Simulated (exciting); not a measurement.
# Hf (P-1) in exciting: reference runs

How does Hf come out in PBEsol? The cell is run as given.

Program: exciting (release sodium). These are calculated values, not measurements. Logs are shortened: lines on timing, memory, paths and dates and some standing lists are left out, and cuts for length are marked.

## 1. The structure

The typed cell holds 1 atom: a = 2.880 Å, b = 3.093 Å, c = 3.172 Å, α = 104.64°, β = 108.16°, γ = 109.13°.

This isn't the form of Hf at room conditions, which is hcp.

## 2. Single point, PBEsol

input.xml

```xml
<input>
  <title>Hf</title>
  <structure speciespath="./" tshift="false">
    <crystal scale="1">
      <basevect>-3.203085082042 3.122059276099 3.100868095207</basevect>
      <basevect>3.546039608920 -3.120977785838 3.442741131825</basevect>
      <basevect>3.668066575822 3.585959260721 -3.099786604946</basevect>
    </crystal>
    <species speciesfile="Hf.xml" rmt="2.3">
      <atom coord="0.000000000000 0.000000000000 0.000000000000"/>
    </species>
  </structure>
  <groundstate do="fromscratch" ngridk="11 10 10" rgkmax="9" gmaxvr="14" lmaxapw="10" lmaxmat="10" lmaxvr="8" xctype="GGA_PBE_SOL" stype="Fermi Dirac" swidth="0.00183747" nempty="12" ValenceRelativity="iora*" epsengy="1e-05" epspot="1e-05" maxscl="60" tforce="true" outputlevel="normal"/>
</input>
```

Potentials or basis: all-electron LAPW+lo, shipped species files, valence relativity iora*.

Run with:

```bash
OMP_NUM_THREADS=1 exciting_smp
```

INFO.OUT:

```text
================================================================================
EXCITING SODIUM started
[... 10 lines left out ...]

 Lattice vectors (cartesian) :
     -3.2030850820      3.1220592761      3.1008680952
      3.5460396089     -3.1209777858      3.4427411318
      3.6680665758      3.5859592607     -3.0997866049

 Reciprocal lattice vectors (cartesian) :
     -0.1067453211      0.9439114607      0.9656403749
      0.8311038395     -0.0577576305      0.9166526819
      0.8162730326      0.8800929583     -0.0429268213

 Unit cell volume                           :     157.2286276211
 Brillouin zone volume                      :       1.5776402631

 Species :    1 (Hf)
     parameters loaded from                 :    Hf.xml
     name                                   :    hafnium
     nuclear charge                         :     -72.00000000
     electronic charge                      :      72.00000000
     atomic mass                            :  325367.36570000
     muffin-tin radius                      :       2.30000000
     # of radial points in muffin-tin       :     450

     atomic positions (lattice) :
       1 :   0.00000000  0.00000000  0.00000000

 Total number of atoms per unit cell        :       1

 Spin treatment                             :    spin-unpolarised

 Number of Bravais lattice symmetries       :       2
 Number of crystal symmetries               :       2

 k-point grid                               :      11   10   10
 Total number of k-points                   :     552
 k-point set is reduced with crystal symmetries

 R^MT_min * |G+k|_max (rgkmax)              :       9.00000000
 Species with R^MT_min                      :       1 (Hf)
 Maximum |G+k| for APW functions            :       3.91304348
 Maximum |G| for potential and density      :      14.00000000

 G-vector grid sizes                        :      25    27    27
 Total number of G-vectors                  :    7267

 Maximum angular momentum used for
     APW functions                          :      10
     computing H and O matrix elements      :      10
     potential and density                  :       8
     inner part of muffin-tin               :       2

 Total nuclear charge                       :     -72.00000000
 Total electronic charge                    :      72.00000000
 Total core charge                          :      46.00000000
 Total valence charge                       :      26.00000000

 Number of empty states                     :      12
 Total number of valence states             :      26

 Maximum Hamiltonian size                   :     194
 Maximum number of plane-waves              :     167
 Total number of local-orbitals             :      27

 Exchange-correlation type                  :      22
     PBEsol, Phys. Rev. Lett. 100, 136406 (2008)
     Generalised gradient approximation (GGA)

 Smearing scheme                            :    Fermi-Dirac
 Smearing width                             :       0.00183747

 Using multisecant Broyden potential mixing
[... 6 lines left out ...]
* Groundstate module started                                                   *
********************************************************************************
 Output level for this task is set to normal

++++++++++++++++++++++++++++++++++++++++++++++++++++++++++++++++++++++++++++++++
[... 5 lines left out ...]
+ SCF iteration number :    1                                                  +
++++++++++++++++++++++++++++++++++++++++++++++++++++++++++++++++++++++++++++++++
 Total energy                               :    -15081.70602329
 _______________________________________________________________
 Fermi energy                               :         0.36302749
 Kinetic energy                             :     16889.40801223
 Coulomb energy                             :    -31666.03243171
 Exchange energy                            :      -300.23186160
 Correlation energy                         :        -4.84974221
[... 316 lines left out ...]
 RMS change in effective potential (target) :  0.151845E-07  ( 0.100000E-04)
 Absolute change in total energy   (target) :  0.673044E-05  ( 0.100000E-04)
 Charge distance                   (target) :  0.504058E-08  ( 0.100000E-04)
 Abs. change in max-nonIBS-force   (target) :   0.00000      ( 0.500000E-04)

++++++++++++++++++++++++++++++++++++++++++++++++++++++++++++++++++++++++++++++++
| Convergency criteria checked for the last 2 iterations                       +
| Convergence targets achieved. Performing final SCF iteration                 +
++++++++++++++++++++++++++++++++++++++++++++++++++++++++++++++++++++++++++++++++
 Total energy                               :    -15093.27341636
 _______________________________________________________________
 Fermi energy                               :         0.35932715
 Kinetic energy                             :     16882.09852561
 Coulomb energy                             :    -31670.07309150
 Exchange energy                            :      -300.44672364
 Correlation energy                         :        -4.85212684

 DOS at Fermi energy (states/Ha/cell)       :        49.56988515

 Electron charges :
     core                                   :        46.00000000
     core leakage                           :         0.00001556
     valence                                :        26.00000000
     interstitial                           :         2.84518650
     charge in muffin-tin spheres :
                  atom     1    Hf          :        69.15481350
     total charge in muffin-tins            :        69.15481350
     total charge                           :        72.00000000

++++++++++++++++++++++++++++++++++++++++++++++++++++++++++++++++++++++++++++++++
+ Self-consistent loop stopped                                                 +
++++++++++++++++++++++++++++++++++++++++++++++++++++++++++++++++++++++++++++++++
 STATE.OUT is written

--------------------------------------------------------------------------------
- Writing atomic positions and forces                                          -
--------------------------------------------------------------------------------

 Atomic positions (lattice) :
 atom     1  Hf  :     0.00000000    0.00000000    0.00000000

 Total atomic forces including IBS (cartesian) :
 atom     1  Hf  :     0.00000000    0.00000000    0.00000000

 Atomic force components including IBS (cartesian) :
 atom     1  Hf  :     0.00000000    0.00000000    0.00000000   HF force
                 :     0.00000000    0.00000000    0.00000000   core correction
                 :     0.00000000    0.00000000    0.00000000   IBS correction

********************************************************************************
* Groundstate module stopped                                                   *
********************************************************************************

--------------------------------------------------------------------------------
- CAUTION! Warnings have been written in file WARNING.OUT !                    -
--------------------------------------------------------------------------------
================================================================================
| EXCITING SODIUM stopped                                                      =
================================================================================
```

Wall time 3.3 min (1 thread of Arm Neoverse V2, shared host); peak memory 0.11 GiB.

Results:

```yaml
Free_energy: -410708.9077 eV
Band_gap_on_the_k_mesh: none (metal or under the smearing width)
All_electrons_inside_the_program's_atomic_spheres: Hf 69.15 (radii Hf 2.3 bohr)
```

Caveat: the log's total energy holds no entropy term; the free energy is that total less TS from the occupations.
